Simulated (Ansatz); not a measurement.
**Ge in Ansatz: the effect of exact exchange**

Ge:

```
CELL_PARAMETERS angstrom
4.05040 0.00000 0.00000
-2.02520 3.50775 0.00000
0.00000 0.00000 10.99336
ATOMIC_POSITIONS crystal
Ge 0.66667 0.33333 0.41485
Ge 0.33333 0.66667 0.91485
Ge 0.00000 0.00000 0.47745
Ge 0.00000 0.00000 0.97745
```

This isn't the form of Ge at room conditions, which is diamond.

Alike in all runs:

- Program: Ansatz 0.2.0
- Task: single point
- Functional: HSE06 form with a typed share of exact exchange
- Potentials or basis: Ansatz PAW
- Cutoff: 420 eV (not typed: the program's choice for these potentials)
- k mesh: 4 × 4 × 2
- Occupations: fermi-dirac, width 0.05 eV
- Spin: no spin polarisation

```tsv
exact exchange	gap on the mesh (eV)	pressure (GPa)	largest force (eV/Å)
0.05	0.99	-0.4	0.05
0.1	1.15	-0.6	0.09
0.15	1.32	-0.9	0.13
0.2	?	?	?
0.25	1.59	-1.4	0.20
0.3	1.70	-1.6	0.24
0.4	1.91	-2.1	0.32
0.5	2.04	-2.6	0.40
```

**Question.** What does the run with exact exchange 0.2 give?

**Answer.** gap on the mesh 1.47 eV; pressure -1.1 GPa; largest force 0.17 eV/Å.

Worked out: A parabola through the other rows of the gap on the mesh, of slope 2.75 eV per unit of exact exchange there, gives 1.46 eV, against the run's 1.47. A straight line through the other rows of the pressure, of slope -4.91 GPa per unit of exact exchange, gives -1.1 GPa, against the run's -1.1. A straight line through the other rows of the largest force, of slope 0.772 eV/Å per unit of exact exchange, gives 0.17 eV/Å, against the run's 0.17.

Caveats: all runs use coarse meshes; the PAW data sets come from PBE, with cores solved anew for the run's functional, which leaves a small shift of forces and pressure; the thresholds are loose for stress.

A k mesh can miss the band edges.
